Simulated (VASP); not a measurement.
# What goes wrong when the modes of ZnSe (Stilleite) are computed with a bad input, part 2 of 2

Some phonon runs on ZnSe (Stilleite) get a fault in the input on purpose. Which of them show, and how? The starting structure is a measured crystal structure from the Crystallography Open Database.

VASP 6.6.1.

Results so far: reference T2 218.3 cm⁻¹.

## 3. Modes with finite displacements, else as the reference

Level of this step: LDA; plane waves and PAW (Se, Zn) (VASP).

Against step 2 the input has IBRION = 6, NFREE = 2, POTIM = 0.015, no LEPSILON and no LPEAD (also changed: NSW).

The input, INCAR:

```
SYSTEM = ZnSe
PREC = Accurate
ENCUT = 450
EDIFF = 1E-08
NELM = 100
ISMEAR = 0
SIGMA = 0.03
LREAL = .FALSE.
ALGO = Normal
GGA = CA
NBANDS = 15
LORBIT = 11
LWAVE = .FALSE.
LCHARG = .FALSE.
KPAR = 4
IBRION = 6
NFREE = 2
POTIM = 0.015
NSW = 1
ISIF = 2
```

The input, POSCAR:

```
ZnSe
1.0
    0.0000000000      2.7871508725      2.7871508725
    2.7871508725      0.0000000000      2.7871508725
    2.7871508725      2.7871508725      0.0000000000
Se Zn
1 1
Direct
    0.7500000000      0.7500000000      0.7500000000
    0.0000000000      0.0000000000      0.0000000000
```

The input, KPOINTS:

```
Automatic mesh
0
Gamma
10 10 10
0 0 0
```

The projector-augmented-wave data sets are Se and Zn (LDA family, release 64).

Launch:

```
$ mpirun -np 4 vasp_std
```

The program printed:

```text
[... set-up lines as in an earlier step ...]
 entering main loop
       N       E                     dE             d eps       ncg     rms          rms(c)
[... 14 cycles as in an earlier step ...]
   1 F= -.73723932E+01 E0= -.73723932E+01  d E =-.286568E-17
[...]
2 F= -.73716848E+01 E0= -.73716848E+01  d E =-.421915E-15
[...]
3 F= -.73716849E+01 E0= -.73716849E+01  d E =-.420187E-15
[...]
4 F= -.73716915E+01 E0= -.73716915E+01  d E =-.420881E-15
[...]
5 F= -.73716915E+01 E0= -.73716915E+01  d E =-.420893E-15
 Finite differences progress:
  Degree of freedom:   2/  2
  Displacement:        2/  2
  Total:               4/  4
```

It took 25 s on 4 MPI ranks of Intel Xeon 6975P-C (Granite Rapids), shared host; peak memory 1.1 GiB.

Parts of OUTCAR (step 3):

```text
  Total        0.0048587      0.0062951      0.0062951      0.0000000      0.0956496      0.0000000
  in kB        0.1797703      0.2329185      0.2329185      0.0000000      3.5390154      0.0000000
  external PRESSURE =       0.2152024 kB  Pullay stress =       0.0000000 kB

 POSITION                                       TOTAL-FORCE (eV/Angst)
 -----------------------------------------------------------------------------------
      4.18073      4.18073      4.18073        -0.094176      0.000000      0.000000
     -0.01500      0.00000      0.00000         0.094176      0.000000      0.000000
 -----------------------------------------------------------------------------------
    total drift:                               -0.000277      0.000000      0.000000

  FREE ENERGIE OF THE ION-ELECTRON SYSTEM (eV)
  ---------------------------------------------------
  free  energy   TOTEN  =        -7.3716915064 eV

  energy  without entropy=       -7.3716915064  energy(sigma->0) =       -7.37169151

[... 2 parts as in an earlier step ...]

[... 1 further part left out ...]
[key lines of the parts left out:]
E-fermi :   2.1230
```

The last energy, forces and stress in OUTCAR belong to the last displaced cell, not to that of POSCAR.

With finite displacements, else as the reference the mode is T2 218.6 cm⁻¹, +0.3 cm⁻¹ from the reference.

## 4. Modes with a k mesh far too coarse

A slip made on purpose: a k mesh far too coarse. Against step 2 the input has a 2×2×2 mesh (also changed: NELM and KPAR).

The input, INCAR:

```
SYSTEM = ZnSe
PREC = Accurate
ENCUT = 450
EDIFF = 1E-08
NELM = 60
ISMEAR = 0
SIGMA = 0.03
LREAL = .FALSE.
ALGO = Normal
GGA = CA
NBANDS = 15
LORBIT = 11
LWAVE = .FALSE.
LCHARG = .FALSE.
IBRION = 8
LEPSILON = .TRUE.
LPEAD = .TRUE.
ISIF = 2
```

POSCAR is that of step 3.

The input, KPOINTS:

```
Automatic mesh
0
Gamma
2 2 2
0 0 0
```

Launch:

```
$ mpirun -np 4 vasp_std
```

The program printed:

```text
[banner, memory and clock lines left out]
running    4 mpi-ranks, on    1 nodes
[...]
LDA part: xc-table for (Slater(with rela. corr.)+CA(PZ))
 , standard interpolation
|                                                                             |
|           W    W    AA    RRRRR   N    N  II  N    N   GGGG   !!!           |
|           W    W   A  A   R    R  NN   N  II  NN   N  G    G  !!!           |
|           W    W  A    A  R    R  N N  N  II  N N  N  G       !!!           |
|           W WW W  AAAAAA  RRRRR   N  N N  II  N  N N  G  GGG   !            |
|           WW  WW  A    A  R   R   N   NN  II  N   NN  G    G                |
|           W    W  A    A  R    R  N    N  II  N    N   GGGG   !!!           |
|                                                                             |
|     The number of bands has been changed from the values supplied in        |
|     The orbitals not found in the WAVECAR file will be initialized with     |
|     random numbers, which is usually adequate. For correlated               |
[...]
RMM:  13    -0.859492774408E-01   -0.80707E-08   -0.33006E-09   196   0.309E-06    0.309E-07
 first order change of Fermi-energy  -0.21006E+00
 force on displaced ion       1 direction 1 :  -6.273   0.000   0.000
 Born effective charge ion    1 direction 1 :  -2.188   0.000   0.000
 Linear response progress:
  Degree of freedom:   2/  2
       N       E                     dE             d eps       ncg     rms          rms(c)
RMM:   1    -0.212604660618E+00   -0.21260E+00    0.12292E-02   223   0.215E+00
RMM:   2    -0.211074924980E+00    0.15297E-02   -0.23365E-03   272   0.316E-01    0.101E-01
RMM:   3    -0.210805593459E+00    0.26933E-03   -0.36312E-05   296   0.400E-02    0.603E-02
RMM:   4    -0.210461237940E+00    0.34436E-03   -0.18594E-05   275   0.267E-02    0.258E-03
[...]
RMM:  12    -0.210470183421E+00    0.80382E-07    0.28387E-09   232   0.320E-06    0.388E-07
RMM:  13    -0.210470203486E+00   -0.20066E-07   -0.85847E-11   205   0.158E-06    0.268E-07
RMM:  14    -0.210470240371E+00   -0.36885E-07    0.51542E-10   154   0.868E-07    0.212E-08
 first order change of Fermi-energy   0.21007E+00
 force on displaced ion       2 direction 1 :  -6.228   0.000   0.000
 Born effective charge ion    2 direction 1 :   1.943   0.000   0.000
 Born effective charges drift removed
 Linear response finished
```

It took 5.6 s on 4 MPI ranks; peak memory 0.45 GiB.

From OUTCAR (step 4):

```text
  Total        1.7653718      1.7653718      1.7653718      0.0000000      0.0000000      0.0000000
  in kB       65.3183707     65.3183707     65.3183707      0.0000000      0.0000000      0.0000000
  external PRESSURE =      65.3183707 kB  Pullay stress =       0.0000000 kB

 POSITION                                       TOTAL-FORCE (eV/Angst)
 -----------------------------------------------------------------------------------
      4.18073      4.18073      4.18073        -0.000000     -0.000000     -0.000000
      0.00000      0.00000      0.00000         0.000000      0.000000      0.000000
 -----------------------------------------------------------------------------------
    total drift:                               -0.000001     -0.000001     -0.000001

 MACROSCOPIC STATIC DIELECTRIC TENSOR (including local field effects in DFT)
 ------------------------------------------------------
           6.500991    -0.000000    -0.000000
           0.000000     6.500991    -0.000000
           0.000000    -0.000000     6.500991
 ------------------------------------------------------

 MACROSCOPIC STATIC DIELECTRIC TENSOR IONIC CONTRIBUTION
 ------------------------------------------------------
           2.853112     0.000000    -0.000000
           0.000000     2.853112    -0.000000
          -0.000000    -0.000000     2.853112
 ------------------------------------------------------

[... 1 part as in an earlier step ...]

[... 1 further part left out ...]
```

With a k mesh far too coarse the mode is T2 217.9 cm⁻¹, -0.4 cm⁻¹ from the reference.

## 5. Modes with a loose electronic threshold

A slip made on purpose: a loose electronic threshold. Against step 2 the input has EDIFF = 1E-04, IBRION = 6, NFREE = 2, POTIM = 0.015, no LEPSILON and no LPEAD (also changed: NELM and NSW).

The input, INCAR:

```
SYSTEM = ZnSe
PREC = Accurate
ENCUT = 450
EDIFF = 1E-04
NELM = 60
ISMEAR = 0
SIGMA = 0.03
LREAL = .FALSE.
ALGO = Normal
GGA = CA
NBANDS = 15
LORBIT = 11
LWAVE = .FALSE.
LCHARG = .FALSE.
KPAR = 4
IBRION = 6
NFREE = 2
POTIM = 0.015
NSW = 1
ISIF = 2
```

POSCAR is that of step 4.

The input, KPOINTS:

```
Automatic mesh
0
Gamma
10 10 10
0 0 0
```

Launch:

```
$ mpirun -np 4 vasp_std
```

The program printed:

```text
[... set-up lines as in an earlier step ...]
 entering main loop
       N       E                     dE             d eps       ncg     rms          rms(c)
[... 9 cycles as in an earlier step ...]
DAV:  10    -0.737239852812E+01   -0.15880E-04   -0.10190E-04  1098   0.117E-01
   1 F= -.73723985E+01 E0= -.73723985E+01  d E =-.254878E-17
[...]
2 F= -.73716908E+01 E0= -.73716908E+01  d E =-.390330E-15
[...]
3 F= -.73716958E+01 E0= -.73716958E+01  d E =-.366545E-15
[...]
4 F= -.73716942E+01 E0= -.73716942E+01  d E =-.390325E-15
[...]
5 F= -.73716951E+01 E0= -.73716951E+01  d E =-.329352E-15
 Finite differences progress:
  Degree of freedom:   2/  2
  Displacement:        2/  2
  Total:               4/  4
```

The job ended after 14 s (4 MPI ranks; peak memory 1.1 GiB; 50 s of CPU time).

OUTCAR, selected parts (step 5):

```text
  Total        0.1155708      0.1165657      0.1165657      0.0000000      0.1184866      0.0000000
  in kB        4.2760960      4.3129046      4.3129046      0.0000000      4.3839773      0.0000000
  external PRESSURE =       4.3006351 kB  Pullay stress =       0.0000000 kB

 POSITION                                       TOTAL-FORCE (eV/Angst)
 -----------------------------------------------------------------------------------
      4.18073      4.18073      4.18073        -0.097591     -0.000000     -0.000000
     -0.01500      0.00000      0.00000         0.097591      0.000000      0.000000
 -----------------------------------------------------------------------------------
    total drift:                                0.003766      0.000033      0.000033

  FREE ENERGIE OF THE ION-ELECTRON SYSTEM (eV)
  ---------------------------------------------------
  free  energy   TOTEN  =        -7.3716951492 eV

  energy  without entropy=       -7.3716951492  energy(sigma->0) =       -7.37169515

[... 2 parts as in an earlier step ...]

[... 1 further part left out ...]
[key lines of the parts left out:]
E-fermi :   2.1231
```

With a loose electronic threshold the mode is T2 220.3 cm⁻¹, +1.7 cm⁻¹ from finite displacements, else as the reference.

## 6. Modes with low precision and real-space projectors

A slip made on purpose: low precision and real-space projectors. Against step 2 the input has PREC = Low, LREAL = Auto, IBRION = 6, NFREE = 2, POTIM = 0.015, no LEPSILON and no LPEAD (also changed: NELM and NSW).

INCAR, as its differences from that of step 5:

```diff
@@ -1,5 +1,5 @@
 SYSTEM = ZnSe
-PREC = Accurate
+PREC = Low
 ENCUT = 450
-EDIFF = 1E-04
+EDIFF = 1E-08
 NELM = 60
@@ -7,3 +7,3 @@
 SIGMA = 0.03
-LREAL = .FALSE.
+LREAL = Auto
 ALGO = Normal
```

POSCAR is that of step 5.

KPOINTS is that of step 5.

Launch:

```
$ mpirun -np 4 vasp_std
```

The program printed:

```text
[banner, memory and clock lines left out]
running    4 mpi-ranks, on    1 nodes
[...]
|                                                                             |
|               ----> ADVICE to this user running VASP <----                  |
|                                                                             |
|     You have a (more or less) 'small supercell' and for smaller cells       |
|     it is recommended to use the reciprocal-space projection scheme!        |
|     The real-space optimization is not efficient for small cells and it     |
|     is also less accurate ...                                               |
|     Therefore, set LREAL=.FALSE. in the INCAR file.                         |
|                                                                             |

 LDA part: xc-table for (Slater(with rela. corr.)+CA(PZ))
 , standard interpolation
 POSCAR, INCAR and KPOINTS ok, starting setup
[...]
entering main loop
       N       E                     dE             d eps       ncg     rms          rms(c)
DAV:   1     0.814735685509E+02    0.81474E+02   -0.82405E+03  1410   0.125E+03
DAV:   2    -0.255850879009E+01   -0.84032E+02   -0.79942E+02  1571   0.247E+02
DAV:   3    -0.762433727315E+01   -0.50658E+01   -0.50426E+01  1718   0.616E+01
DAV:   4    -0.766694226587E+01   -0.42605E-01   -0.42600E-01  1662   0.606E+00
[...]
DAV:  12    -0.735803791085E+01   -0.44258E-07   -0.25503E-06  1725   0.119E-02    0.118E-03
DAV:  13    -0.735803793354E+01   -0.22693E-07   -0.91838E-08  1606   0.266E-03    0.490E-04
DAV:  14    -0.735803793442E+01   -0.87903E-09   -0.75109E-10  1034   0.486E-04
   1 F= -.73580379E+01 E0= -.73580379E+01  d E =-.122350E-17
[... from here on, the cycles between the ionic steps are left out ...]
   2 F= -.73639329E+01 E0= -.73639329E+01  d E =-.232950E-15
   3 F= -.73639391E+01 E0= -.73639391E+01  d E =-.234782E-15
   4 F= -.73570604E+01 E0= -.73570604E+01  d E =-.188589E-15
   5 F= -.73570687E+01 E0= -.73570687E+01  d E =-.186413E-15
 Finite differences progress:
  Degree of freedom:   2/  2
  Displacement:        2/  2
  Total:               4/  4
```

It took 16 s on 4 MPI ranks; peak memory 0.76 GiB.

OUTCAR, selected parts (step 6):

```text
  Total       -0.4033154     -0.3981302     -0.3981302      0.0000000      0.0959652      0.0000000
  in kB      -14.9225819    -14.7307312    -14.7307312      0.0000000      3.5506922      0.0000000
  external PRESSURE =     -14.7946814 kB  Pullay stress =       0.0000000 kB

 POSITION                                       TOTAL-FORCE (eV/Angst)
 -----------------------------------------------------------------------------------
      4.18073      4.18073      4.18073        -0.113289     -0.000000     -0.000000
     -0.01500      0.00000      0.00000         0.113289      0.000000      0.000000
 -----------------------------------------------------------------------------------
    total drift:                                0.036194     -0.000157     -0.000234

  FREE ENERGIE OF THE ION-ELECTRON SYSTEM (eV)
  ---------------------------------------------------
  free  energy   TOTEN  =        -7.3570686911 eV

  energy  without entropy=       -7.3570686911  energy(sigma->0) =       -7.35706869

[... 2 parts as in an earlier step ...]

[... 1 further part left out ...]
[key lines of the parts left out:]
E-fermi :   2.1241
```

Three frequencies should lie near zero, those of the translations, and here fewer than three do (the smallest in size are 197.2, 197.2 and 197.2 cm⁻¹), so no mode of this run is used. As printed, the frequencies run from -296.3 to 197.2 cm⁻¹, imaginary ones as negative numbers.

## 7. Modes with a cutoff far too low

A slip made on purpose: a cutoff far too low. Against step 2 the input has ENCUT = 150 (also changed: NELM).

The input, INCAR:

```
SYSTEM = ZnSe
PREC = Accurate
ENCUT = 150
EDIFF = 1E-08
NELM = 60
ISMEAR = 0
SIGMA = 0.03
LREAL = .FALSE.
ALGO = Normal
GGA = CA
NBANDS = 15
LORBIT = 11
LWAVE = .FALSE.
LCHARG = .FALSE.
KPAR = 4
IBRION = 8
LEPSILON = .TRUE.
LPEAD = .TRUE.
ISIF = 2
```

POSCAR is that of step 6.

KPOINTS is that of step 6.

Launch:

```
$ mpirun -np 4 vasp_std
```

The program printed:

```text
[... set-up lines as in an earlier step ...]
 entering main loop
       N       E                     dE             d eps       ncg     rms          rms(c)
DAV:   1     0.339425550900E+02    0.33943E+02   -0.44780E+03  1554   0.448E+02
DAV:   2    -0.260241919549E+01   -0.36545E+02   -0.35611E+02  1795   0.120E+02
DAV:   3    -0.326469667844E+01   -0.66228E+00   -0.66198E+00  1550   0.162E+01
DAV:   4    -0.326638149273E+01   -0.16848E-02   -0.16848E-02  1865   0.862E-01
[...]
DAV:  15    -0.187446411652E+00   -0.62023E-07   -0.36950E-08  1648   0.168E-03    0.533E-04
DAV:  16    -0.187446435673E+00   -0.24021E-07   -0.13291E-09   852   0.240E-04    0.539E-05
DAV:  17    -0.187446436987E+00   -0.13142E-08   -0.32217E-10   775   0.191E-04
   1 F= -.18744644E+00 E0= -.18744644E+00  d E =-.160978E-18
 Linear response reoptimize wavefunctions to high precision
DAV:   1    -0.187446435091E+00    0.18965E-08   -0.34405E-11   810   0.432E-05
DAV:   2    -0.187446435134E+00   -0.43428E-10   -0.24457E-12   782   0.839E-06
 Linear response to external field (no local field effect), progress :
[...]
RMM:  11    -0.803093616949E-01    0.63915E-08   -0.11053E-10  7651   0.264E-06    0.199E-07
 first order change of Fermi-energy   0.32717E-03
 force on displaced ion       1 direction 1 :  -6.008  -0.000  -0.000
 Born effective charge ion    1 direction 1 :  -2.099   0.000   0.000
 Linear response progress:
  Degree of freedom:   2/  2
       N       E                     dE             d eps       ncg     rms          rms(c)
RMM:   1    -0.311812936689E+00   -0.31181E+00   -0.27166E-02  6018   0.242E+00
RMM:   2    -0.313532408958E+00   -0.17195E-02   -0.47100E-03  8272   0.426E-01    0.218E-01
RMM:   3    -0.313341469674E+00    0.19094E-03   -0.29218E-04  9337   0.107E-01    0.125E-01
RMM:   4    -0.313876934660E+00   -0.53546E-03   -0.37202E-04  8761   0.122E-01    0.168E-02
[...]
RMM:  10    -0.314188940183E+00   -0.47476E-07   -0.14478E-08  9910   0.123E-05    0.251E-06
RMM:  11    -0.314188929908E+00    0.10275E-07   -0.40053E-09  8373   0.454E-06    0.111E-06
RMM:  12    -0.314188937045E+00   -0.71371E-08   -0.15123E-09  6396   0.256E-06    0.280E-07
 first order change of Fermi-energy  -0.53845E-04
 force on displaced ion       2 direction 1 :  -6.088  -0.000  -0.000
 Born effective charge ion    2 direction 1 :   2.099   0.000   0.000
 Born effective charges drift removed
 Linear response finished
```

It took 9.8 s on 4 MPI ranks; peak memory 0.66 GiB.

OUTCAR, selected parts (step 7):

```text
  Total      -57.8054415    -57.8054415    -57.8054415      0.0000000     -0.0000000      0.0000000
  in kB    -2138.7886673  -2138.7886673  -2138.7886673      0.0000000     -0.0000000      0.0000000
  external PRESSURE =   -2138.7886673 kB  Pullay stress =       0.0000000 kB

 POSITION                                       TOTAL-FORCE (eV/Angst)
 -----------------------------------------------------------------------------------
      4.18073      4.18073      4.18073        -0.000000     -0.000000     -0.000000
      0.00000      0.00000      0.00000         0.000000      0.000000      0.000000
 -----------------------------------------------------------------------------------
    total drift:                                0.000002      0.000002      0.000001

 MACROSCOPIC STATIC DIELECTRIC TENSOR (including local field effects in DFT)
 ------------------------------------------------------
           7.749322     0.000000    -0.000000
          -0.000000     7.749322     0.000000
           0.000000    -0.000000     7.749322
 ------------------------------------------------------

 MACROSCOPIC STATIC DIELECTRIC TENSOR IONIC CONTRIBUTION
 ------------------------------------------------------
           3.047400     0.000000     0.000000
           0.000000     3.047400     0.000000
           0.000000     0.000000     3.047400
 ------------------------------------------------------

[... 1 part as in an earlier step ...]

[... 1 further part left out ...]
```

With a cutoff far too low the mode is T2 214.5 cm⁻¹, -3.8 cm⁻¹ from the reference.

## 8. Comparison

```tsv
run	ended	T2	imaginary modes, each partner counted	method	core minutes
reference	converged	218.3	0	perturbation theory	4.53
finite displacements, else as the reference	converged	218.6	0	finite displacements	1.67
a k mesh far too coarse	converged	217.9	0	perturbation theory	0.373
a loose electronic threshold	converged	220.3	0	finite displacements	0.907
low precision and real-space projectors	finished, not usable	-	-	finite displacements	1.05
a cutoff far too low	converged	214.5	0	perturbation theory	0.653
```

Modes are in cm⁻¹, degenerate ones as one, matched between runs by symmetry and order. A number in brackets counts the listed modes of one symmetry from the lowest. The symmetry labels come from an automatic analysis and can be wrong where levels nearly coincide. Core minutes are wall time times ranks of the run shown, on a shared host.

## 9. Outcome

| Item | Value |
| --- | --- |
| T2, reference | 218.3 cm⁻¹ |
| T2, finite displacements, else as the reference | 218.6 cm⁻¹ |
| T2, a k mesh far too coarse | 217.9 cm⁻¹ |
| T2, a loose electronic threshold | 220.3 cm⁻¹ |
| T2, a cutoff far too low | 214.5 cm⁻¹ |
| run with low precision and real-space projectors | finished, not usable |

In words: Finished, but so rough that the translations don't all come out near zero: low precision and real-space projectors. Finished, but with signs in the output that stand out against the reference: a k mesh far too coarse, with modes off by up to -0.4 cm⁻¹, in T2 (signs: a pressure of 6.5 GPa on the undisplaced cell); a loose electronic threshold, with modes off by up to +1.7 cm⁻¹, in T2 (signs: a translation at -4 cm⁻¹ instead of zero); a cutoff far too low, with modes off by up to -3.8 cm⁻¹, in T2 (signs: a pressure of -213.9 GPa on the undisplaced cell). Runs with finite displacements are held against the sound run of that kind. The dielectric constants and Born charges in the logs aren't compared here; at a small gap they can be far off, and in a run without a gap they mean nothing. The frequencies are harmonic, and the splitting of polar modes by their long-range field is left out. Further runs on this material are not shown.

[Lines on the potential files, build, host, timing and source positions are cut from VASP's logs without a mark.]

[Logs are printed without paths, hosts, clocks, repeated set-up lines and the standing remarks that a program may print on its own settings, such as how far it seeks lower states.]

[Hosts, paths, dates, database ids (printed as entryN), source tags and the programs' standing remarks are cut or masked in the printed files.]
